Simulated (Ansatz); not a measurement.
ZnS (Wurtzite-2H):

```
CELL_PARAMETERS angstrom
3.81100 0.00000 0.00000
-1.90550 3.30042 0.00000
0.00000 0.00000 6.23400
ATOMIC_POSITIONS crystal
Zn 0.66667 0.33333 0.50000
Zn 0.33333 0.66667 0.00000
S 0.66667 0.33333 0.88500
S 0.33333 0.66667 0.38500
```

| Quantity | Value |
| --- | --- |
| Program | Ansatz 0.2.0 |
| Task | relaxation of cell and atoms |
| Functional | PBEsol |
| Potentials or basis | Ansatz PAW |
| Cutoff | 420 eV (not typed: the program's choice for these potentials) |
| k mesh | 8 × 8 × 5 |
| Occupations | fermi-dirac, width 0.05 eV |
| Spin | no spin polarisation |

At the start: volume 19.60 Å³/atom.

Task: How do energy, volume and symmetry change on relaxing?

Result: It ends after 5 steps and the volume is 19.22 Å³/atom (-1.9 %); space group P6_3mc (No. 186, to 0.05 Å).

Step by step:
```
step  energy change (eV)  largest force (eV/Å)  volume (Å³)
   1              0.0000                0.3064        78.41
   2             -0.0165                0.2266        77.55
   3             -0.0272                0.0709        76.80
   4             -0.0280                0.0002        76.90
   5             -0.0275                0.0002        76.90
```

Final structure:
```yaml
crystal:
  lattice:
    - [3.78163, 0.00000, 0.00000]
    - [-1.89081, 3.27499, 0.00000]
    - [0.00000, 0.00000, 6.20889]
  atoms:
    - { symbol: Zn, position: [0.66667, 0.33333, 0.50544] }
    - { symbol: Zn, position: [0.33333, 0.66667, 0.00544] }
    - { symbol: S, position: [0.66667, 0.33333, 0.87956] }
    - { symbol: S, position: [0.33333, 0.66667, 0.37956] }
```

Caveat: the plane-wave basis is chosen anew once the cell has moved, so the energies of steps on either side of that aren't comparable; the PAW data sets come from PBE, with cores solved anew for the run's functional, which leaves a small shift of forces and pressure.
